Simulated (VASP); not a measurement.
Wanted: the native input for a VASP 6.6.1 run.

- Task: single point
- Functional: PBE
- Dispersion: D3(BJ)
- Potentials or basis: VASP PAW PBE potentials, release 64 (Ge_d, N)
- Cutoff: 520 eV
- k mesh: 6 × 6 × 1
- Occupations: gaussian, width 0.1 eV
- Spin: no spin polarisation
- Dipole correction: yes
- Further INCAR settings: ALGO = Normal; EDIFF = 1e-06; NBANDS = 33

The structure of GeN2 lies in POSCAR:

```
GeN2
1.0
    2.9279115500      0.0000000000      0.0000000000
   -1.4639557700      2.5356460400      0.0000000000
    0.0000000000      0.0000000000     22.0000000000
Ge N
2 4
Direct
    0.6666666700      0.3333333300      0.3864627600
    0.0000000000      0.0000000000      0.6135372400
    0.0000000000      0.0000000000      0.4365909100
    0.3333333300      0.6666666700      0.3397375700
    0.6666666700      0.3333333300      0.5634090900
    0.3333333300      0.6666666700      0.6602624300
```

The cell was built by a generator and needn't be a form met in nature.

One way to write it, as run:

INCAR

```
PREC = Accurate ; ENCUT = 520
EDIFF = 1E-6 ; ISMEAR = 0
SIGMA = 0.1 ; LREAL = F
LASPH = T ; NELM = 100
ALGO = Normal ; ISIF = 2
LWAVE = F ; LCHARG = T
LDIPOL = T ; IDIPOL = 3
DIPOL = 0.5 0.5 0.500 ; GGA = PE
IVDW = 12 ; LELF = T
LVHAR = T ; LVACPOTAV = T
NBANDS = 33
```

KPOINTS

```
regular mesh
0
Gamma
  6 6 1
```

Potentials or basis: VASP PAW PBE potentials, release 64 (Ge_d, N).

Run with:

```sh
$ cat potpaw_PBE.64/Ge_d/POTCAR potpaw_PBE.64/N/POTCAR > POTCAR
$ mpirun -np 1 vasp_std > vasp.out
```

It gave:

| Property | Result |
| --- | --- |
| Largest force | 0.760 eV/Å |
| Band gap on the k mesh | none (metal or under the smearing width) |
| Dispersion energy per atom | -0.157 eV |
| Work function of the upper face | 7.41 eV |
| Work function of the lower face | 7.41 eV |

Caveat: the k mesh is coarse (spacing up to 0.41 Å⁻¹), so the values aren't converged.

It took 61 s on 1 thread of Intel(R) Xeon(R) Platinum 8259CL CPU @ 2.50GHz (Skylake/Cascade Lake) (shared host), peak memory 0.29 GiB.
